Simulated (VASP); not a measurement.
Runs of VASP 6.6.1 on Ba. Symmetry: Im-3m, No. 229, cubic system. Conventional cell: a = 5.013 Å, b = 5.013 Å, c = 5.013 Å, α = 90.00°, β = 90.00°, γ = 90.00°. Ba (site symmetry m-3m) has 8 Ba at 4.34 Å as nearest neighbours. 

```csv
task,level,potentials or basis,cell,k mesh,cutoff (eV),smearing,grid for exact exchange (PRECFOCK),exchange at q = 0,mesh quality,gap on the mesh (eV),pressure (GPa)
single point,PBEsol,"VASP PAW PBE potentials, release 54 (Ba_sv)",as given,8 × 8 × 8,520,gaussian 0.05 eV,-,-,not flagged,none,-0.7
single point,PBE,"VASP PAW PBE potentials, release 64 (Ba_sv)",as given,8 × 8 × 8,520,fermi-dirac 0.05 eV,-,-,not flagged,none,0.0
single point,RPBE,"VASP PAW PBE potentials, release 64 (Ba_sv)",as given,8 × 8 × 8,520,gaussian 0.1 eV,-,-,not flagged,none,(a)
single point,PBE,"VASP PAW PBE potentials, release 64 (Ba_sv)",as given,8 × 8 × 8,520,gaussian 0.1 eV,-,-,not flagged,none,0.0
relaxation of cell and atoms,PBE0+TS,"VASP PAW PBE potentials, release 64 (Ba_sv)",relaxed,4 × 4 × 4,600,gaussian 0.1 eV,Fast,truncated,coarse,none,0.0
```

Alike in all rows: no spin polarisation.

Estimate the missing entries.

(a) 0.7.

Caveats: some runs use coarse meshes; the PAW data sets were made with another functional, which shifts forces and pressure a little (some runs); atom-pairwise D2, TS and ULG terms overbind metals (some runs); pairwise dispersion overbinds metals, which lowers pressure and volume (some runs).

A k mesh can miss the band edges, and the runs leave out spin-orbit coupling on Ba.

A gap of «none» marks a metal or a gap under the smearing width.

Not every run made on this cell is shown here.
